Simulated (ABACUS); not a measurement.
# Fe (Im-3m) in ABACUS: settings compared, part 2 of 2

ABACUS 3.10.1. Earlier steps stand in the parts before.

### 4 Relaxation of cell and atoms, SCAN, collinear spin, ferromagnetic start

The input, INPUT:

```
INPUT_PARAMETERS
suffix              Fe
calculation         cell-relax
basis_type          lcao
pseudo_dir          ./
orbital_dir         ./
symmetry            1
dft_functional      scan
ecutwfc             100
pseudo_rcut         10
nspin               2
nbands              14
ks_solver           genelpa
smearing_method     fd
smearing_sigma      0.00367493
scf_thr             1e-07
scf_nmax            100
mixing_type         broyden
mixing_beta         0.4
cal_force           1
cal_stress          1
mixing_tau          1
out_mul             1
relax_nmax          60
force_thr_ev        0.005
relax_method        cg
out_stru            1
stress_thr          0.2
```

The input, STRU:

```
ATOMIC_SPECIES
Fe 55.8450 Fe_ONCV_PBE-1.2.upf

NUMERICAL_ORBITAL
Fe_confined-atom_7au_3s2p2d1f.orb

LATTICE_CONSTANT
1.8897261246

LATTICE_VECTORS
-1.4430000000 1.4430000000 1.4430000000
1.4430000000 -1.4430000000 1.4430000000
1.4430000000 1.4430000000 -1.4430000000

ATOMIC_POSITIONS
Cartesian

Fe
0.0
1
0.0000000000 0.0000000000 0.0000000000 1 1 1 mag 3
```

The input, KPT:

```
K_POINTS
0
Gamma
10 10 10 0 0 0
```

Potentials or basis: SG15 ONCV 1.2 PBE, DZP LCAO (the cutoffs set its grid).

The run is started by

```
$ OMP_NUM_THREADS=1 mpirun -np 4 abacus > log
```

running log:

```text
ABACUS v3.10.1

               Atomic-orbital Based Ab-initio Computation at UStc

 ------------------------------------------------------------------------------------

 READING GENERAL INFORMATION
                           global_out_dir = OUT.Fe/
                           global_in_card = INPUT
                               pseudo_dir = ./
                              orbital_dir = ./
                                    DSIZE = 4
                                    GSIZE = 1

 READING UNITCELL INFORMATION
                                    ntype = 1
                  lattice constant (Bohr) = 1.88973
              lattice constant (Angstrom) = 1

 READING ATOM TYPE 1
                               atom label = Fe
                      L=0, number of zeta = 3
                      L=1, number of zeta = 2
                      L=2, number of zeta = 2
                      L=3, number of zeta = 1
             number of atom for this type = 1
               magnetization of element 1 = 3

                        TOTAL ATOM NUMBER = 1
CARTESIAN COORDINATES ( UNIT =       1.889726124600 Bohr ).
    atom                   x                   y                   z     mag                  vx                  vy                  vz
tauc_Fe1            0.0000000000        0.0000000000        0.0000000000  3.0000        0.0000000000        0.0000000000        0.0000000000

                          Volume (Bohr^3) = 81.1065
                             Volume (A^3) = 12.0187

 Lattice vectors: (Cartesian coordinate: in unit of a_0)
               -1.443              +1.443              +1.443
               +1.443              -1.443              +1.443
               +1.443              +1.443              -1.443
 Reciprocal vectors: (Cartesian coordinate: in unit of 2 pi/a_0)
                   +0             +0.3465             +0.3465
              +0.3465                  +0             +0.3465
              +0.3465             +0.3465                  +0
 The esolver type has been set to : ksdft_lcao

                PAO radial cut off (Bohr) = 10

 Read in pseudopotential file is Fe_ONCV_PBE-1.2.upf
                     pseudopotential type = NC
          exchange-correlation functional = PBE
                 nonlocal core correction = 0
                        valence electrons = 16
                                     lmax = 2
                           number of zeta = 0
                     number of projectors = 6
                           L of projector = 0
                           L of projector = 0
                           L of projector = 1
                           L of projector = 1
                           L of projector = 2
                           L of projector = 2
 XC functional updated to : scan
          exchange-correlation functional = SCAN
     initial pseudo atomic orbital number = 0
 The readin total magnetization is 3

 SETUP THE ELECTRONS NUMBER
            electron number of element Fe = 16
      total electron number of element Fe = 16
            AUTOSET number of electrons:  = 16
                           occupied bands = 8
                                   NLOCAL = 26
                                   NBANDS = 14
                                   NBANDS = 14
                                   NLOCAL = 26

%%%%%%%%%%%%%%%%%%%%%%%%%%%%%%%%%%%%%%%%%%%%%%%%%%%%%%%%%%%%%%%%%%%%%%%%%%%%%%%%%%%%%%%%%%%%%%%%%%%%%%%%%%
 Warning: the number of valence electrons in pseudopotential > 8 for Fe: [Ar] 3d6 4s2
 Pseudopotentials with additional electrons can yield (more) accurate outcomes, but may be less efficient.
 If you're confident that your chosen pseudopotential is appropriate, you can safely ignore this warning.
%%%%%%%%%%%%%%%%%%%%%%%%%%%%%%%%%%%%%%%%%%%%%%%%%%%%%%%%%%%%%%%%%%%%%%%%%%%%%%%%%%%%%%%%%%%%%%%%%%%%%%%%%%

 SETUP THE PLANE WAVE BASIS
 energy cutoff for charge/potential (unit:Ry) = 400
            fft grid for charge/potential = [ 32, 32, 32 ]
                        fft grid division = [ 4, 4, 4 ]
        big fft grid for charge/potential = [ 8, 8, 8 ]
                                     nbxx = 128
                                     nrxx = 8192

 SETUP PLANE WAVES FOR CHARGE/POTENTIAL
                    number of plane waves = 10889
                         number of sticks = 661

 PARALLEL PW FOR CHARGE/POTENTIAL
     PROC   COLUMNS(POT)             PW
        1            165           2722
        2            165           2723
        3            165           2722
        4            166           2722
 --------------- sum -------------------
        4            661          10889
                            number of |g| = 137
                                  max |g| = 36.0187
                                  min |g| = 0.240125

----------- Double Check Mixing Parameters Begin ------------
mixing_type: broyden
mixing_beta: 0.4
mixing_gg0: 1
mixing_gg0_min: 0.1
mixing_beta_mag: 1.6
mixing_gg0_mag: 0
mixing_ndim: 8
----------- Double Check Mixing Parameters End ------------

 LATTICE VECTORS: (CARTESIAN COORDINATE: IN UNIT OF A0)
               -1.443              +1.443              +1.443
               +1.443              -1.443              +1.443
               +1.443              +1.443              -1.443
                       right hand lattice = 1
                                   NORM_A = 2.49935
                                   NORM_B = 2.49935
                                   NORM_C = 2.49935
                           ALPHA (DEGREE) = 109.471
                           BETA  (DEGREE) = 109.471
                           GAMMA (DEGREE) = 109.471

 The lattice vectors have been changed (STRU_SIMPLE.cif)

(for optimal symmetric configuration:)
                             BRAVAIS TYPE = 2
                     BRAVAIS LATTICE NAME = 02. Cubic I (body-centered)
                                    ibrav = 2
                                    IBRAV = 2
                                  BRAVAIS = BODY CENTERED CUBIC
                       LATTICE CONSTANT A = 2.886
Original cell was already a primitive cell.
                        ROTATION MATRICES = 48
              PURE POINT GROUP OPERATIONS = 48
                   SPACE GROUP OPERATIONS = 48
                              POINT GROUP = O_h
               POINT GROUP IN SPACE GROUP = O_h

 SETUP K-POINTS
                                    nspin = 2
                   Input type of k points = Monkhorst-Pack(Gamma)
                                   nkstot = 1000
                       right hand lattice = 1
(for reciprocal lattice: )
                             BRAVAIS TYPE = 3
                     BRAVAIS LATTICE NAME = 03. Cubic F (face-centered)
                                    ibrav = 3
                       right hand lattice = 1
(for k-lattice: )
                             BRAVAIS TYPE = 3
                     BRAVAIS LATTICE NAME = 03. Cubic F (face-centered)
                                    ibrav = 3
                       right hand lattice = 1
                        ROTATION MATRICES = 48
                               nkstot_ibz = 47
K-POINTS REDUCTION ACCORDING TO SYMMETRY
     IBZ    DIRECT_X    DIRECT_Y    DIRECT_Z  WEIGHT  ibz2bz
       1  0.00000000  0.00000000  0.00000000  0.0010       0
       2 -0.10000000  0.10000000  0.00000000  0.0120       1
       3 -0.20000000  0.20000000  0.00000000  0.0120       2
       4 -0.30000000  0.30000000  0.00000000  0.0120       3
       5 -0.40000000  0.40000000  0.00000000  0.0120       4
       6  0.50000000  0.50000000  0.00000000  0.0060       5
[... 22 lines left out ...]
      29  0.50000000  0.40000000  0.20000000  0.0480     156
      30  0.50000000  0.30000000  0.30000000  0.0240     157
[... 17 further k points ...]

                               nkstot now = 47
[... K-POINTS DIRECT COORDINATES: 47 rows ...]

           k-point number in this process = 47
       minimum distributed K point number = 47
[... stars of the k points ...]
                             nks(nspin=2) = 94
                          nkstot(nspin=2) = 94

[... K-POINTS CARTESIAN COORDINATES: 94 rows ...]

[... K-POINTS DIRECT COORDINATES: 94 rows ...]

 SETUP PLANE WAVES FOR WAVE FUNCTIONS
     energy cutoff for wavefunc (unit:Ry) = 100
              fft grid for wave functions = [ 32, 32, 32 ]
                    number of plane waves = 2347
                         number of sticks = 241

 PARALLEL PW FOR WAVE FUNCTIONS
     PROC   COLUMNS(POT)             PW
        1             60            587
        2             60            587
        3             61            587
        4             60            586
 --------------- sum -------------------
        4            241           2347

 SET NONLOCAL PSEUDOPOTENTIAL PROJECTORS
 max number of nonlocal projetors among all species is 6

 -------------------------------------------
 STEP OF RELAXATION : 1
 -------------------------------------------

 SETUP SEARCHING RADIUS FOR PROGRAM TO SEARCH ADJACENT ATOMS
                  longest orb rcut (Bohr) = 7
   longest nonlocal projector rcut (Bohr) = 2.16
                     search radius (Bohr) = 18.3
              searching radius is (Bohr)) = 18.3
         searching radius unit is (Bohr)) = 1.89
                         PeriodicBoundary = 1
                        Radius(unit:lat0) = 9.7
                                   glayer = [ 6, 6, 6 ]
                             glayer_minus = [ 5, 5, 5 ]

Find the coordinate range of the input atom(unit:lat0).
                                  min_tau = [ -21.6, -21.6, -21.6 ]
                                  max_tau = [ 21.6, 21.6, 21.6 ]
                                BoxNumber = [ 11, 11, 11 ]

 SETUP EXTENDED REAL SPACE GRID FOR GRID INTEGRATION
                          real space grid = [ 32, 32, 32 ]
                 big cell numbers in grid = [ 8, 8, 8 ]
             meshcell numbers in big cell = [ 4, 4, 4 ]
                        extended fft grid = [ 15, 15, 15 ]
                dimension of extened grid = [ 39, 39, 39 ]
                            UnitCellTotal = 125
              Atom number in sub-FFT-grid = 1
    Local orbitals number in sub-FFT-grid = 26
                                ParaV.nnr = 51883
                                 init_chg = atomic

 LCAO ALGORITHM --------------- ION=   1  ELEC=   1--------------------------------
          total magnetism (Bohr mag/cell) = 2.66389
       absolute magnetism (Bohr mag/cell) = 2.67823
                        nelec for spin up = 9.33195
                      nelec for spin down = 6.66805
[... 779 lines left out ...]
 Largest gradient in stress is 0.000183 kbar.
 Threshold is 0.200000 kbar.

 Relaxation is converged!

 --------------------------------------------
 !FINAL_ETOT_IS -3219.8514452002423241 eV
 --------------------------------------------
```

Run time: 4.1 min. Hardware: 4 MPI ranks of Intel Xeon Platinum 8259CL at 2.50GHz (Skylake/Cascade Lake), shared host; peak memory 0.44 GiB.

What came out:

```
Free energy                            : -3219.8514 eV
Relaxed volume                         : 12.03 Å³/atom
Relaxed cell                           : a = 2.500 Å, b = 2.500 Å, c = 2.500 Å, α = 109.47°, β = 109.47°, γ = 109.47°
Space group after relaxing (to 0.05 Å) : Im-3m (No. 229)
Energy gained by relaxing              : 0.0 meV/atom
Ionic steps                            : 5
Pressure after relaxing                : 0.0 GPa
Net moment                             : 2.81 μB per cell
Absolute moment                        : 3.11 μB per cell
Site moments                           : Fe +2.81 μB
```

Final structure:
```
CELL_PARAMETERS angstrom
-1.44357 1.44357 1.44357
1.44357 -1.44357 1.44357
1.44357 1.44357 -1.44357
ATOMIC_POSITIONS crystal
Fe 0.00000 0.00000 0.00000
```

Caveat: the atomic orbitals were generated for these runs and aren't a published set; the potentials were made for another functional, which shifts forces and pressure; the basis of atomic orbitals isn't converged, which shifts pressures, moduli and gaps.

### 5 Summary

```tsv
task	level	potentials or basis	cell	cutoff (eV)	SCF threshold on the density	eigensolver	orbital files	max steps of the relaxation	force threshold	gap on the mesh (eV)	pressure (GPa)	moment (μB)
single point	AM05	PseudoDojo NC SR 0.4 PBEsol stringent, plane waves	as given	1619	1e-08	dav	-	-	-	none	-21.2	2.19
single point	SCAN	SG15 ONCV 1.2 PBE, DZP LCAO (the cutoffs set its grid)	as given	1361	1e-07	genelpa	Fe Fe_confined-atom_7au_3s2p2d1f.orb	-	-	none	0.2	2.81
relaxation of cell and atoms	SCAN	SG15 ONCV 1.2 PBE, DZP LCAO (the cutoffs set its grid)	relaxed	1361	1e-07	genelpa	Fe Fe_confined-atom_7au_3s2p2d1f.orb	60	0.005 eV/Å	-	0.0	2.81
```

Alike in all rows: spin collinear, ferromagnetic start; k mesh 10 × 10 × 10; smearing fermi-dirac 0.05 eV.

Caveats: the potentials were made for another functional, which shifts forces and pressure; the atomic orbitals were generated for these runs and aren't a published set (some runs); the basis of atomic orbitals isn't converged, which shifts pressures, moduli and gaps (some runs); so large a pressure means that the cell lies far from this level's equilibrium, or that cutoff or potentials fall short (some runs).

Absolute energies hang on the potentials; compare differences alone.
